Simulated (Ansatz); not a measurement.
(111) slab of 6 planes, 6.2 Å thick with 15 Å of vacuum as cut, in a 2×1 surface cell; outer planes B (top) and As (bottom), cut from BAs, relaxed from the bulk's places with the lower part held:

```
CELL_PARAMETERS angstrom
6.74279 0.00000 0.00000
-1.68570 2.91972 0.00000
0.00000 0.00000 21.19365
ATOMIC_POSITIONS crystal
As 0.50000 0.00000 0.35388
As 0.00000 0.00000 0.35388
B 0.16667 0.66667 0.38635
B 0.66667 0.66667 0.38635
As 0.66597 0.66586 0.48696
As 0.16597 0.66586 0.48696
B 0.33261 0.33251 0.51715
B 0.83261 0.33251 0.51715
As 0.83341 0.33445 0.62258
As 0.33341 0.33445 0.62258
B 0.50021 0.00148 0.64126
B 0.00021 0.00148 0.64126
```

The calculation used DFT PBEsol, scalar-relativistic, plane waves, PAW (Ansatz). Settings: cutoff 420 eV, Γ-centred mesh 5×9×1 on the computed 12-atom cell, Gaussian smearing of 0.05 eV; no spin polarisation. A dipole correction removes the field between periodic images along c.

Task: Its upper atoms are moved at random (σ = 0.25 Å) and relaxed again, 2 time(s). Does the surface find a lower structure?

Result: No: the random starts end within 0.000 eV of the symmetric one.

Cost: 3 runs of about 6.8 core-minutes in all, on AMD EPYC 9R45 (Zen 5) (shared hosts).